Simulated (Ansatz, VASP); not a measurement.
**TiO2: VASP beside Ansatz**

```
Ti O
1.0
     4.45618    0.00000    0.00000
     0.00000    4.45618    0.00000
     0.00000    0.00000    2.95900
Ti O
2 4
Direct
  0.00000 0.00000 0.00000
  0.50000 0.50000 0.50000
  0.30600 0.30600 0.00000
  0.19400 0.80600 0.50000
  0.69400 0.69400 0.00000
  0.80600 0.19400 0.50000
```

Change from the starting cell: equal xx and yy strain of -3 %.

Alike in both runs: task single point; functional PBE; k mesh 7 × 7 × 10; occupations fermi-dirac, width 0.05 eV; no spin polarisation.

|  | VASP | Ansatz |
| --- | --- | --- |
| version | VASP 6.6.1 | Ansatz 0.2.0 |
| potentials or method | VASP PAW PBE potentials, release 64 (Ti_sv, O), cutoff 520 eV | all-electron LAPW, scalar-relativistic |

|  | VASP | Ansatz | Ansatz less VASP |
| --- | --- | --- | --- |
| gap on the k mesh at the Fermi level (eV) | 2.01 | 2.03 | +0.024 |
| pressure (GPa) | 22.0 | 21.1 | -0.85 |
| largest component of the traceless stress (GPa) | 3.30 | 3.52 | +0.220 |
| rms of the force components (eV/Å) | 0.233 | 0.224 | -0.0096 |

Atom by atom the forces differ by 0.010 eV/Å (rms over components). Ansatz ran all-electron here, so the differences hold the error of VASP's frozen core and of both bases.

Caveats: so large a pressure means that the cell lies far from this level's equilibrium, or that cutoff or potentials fall short (VASP); an odd mesh through Γ misses points on the zone boundary, where band edges often lie.
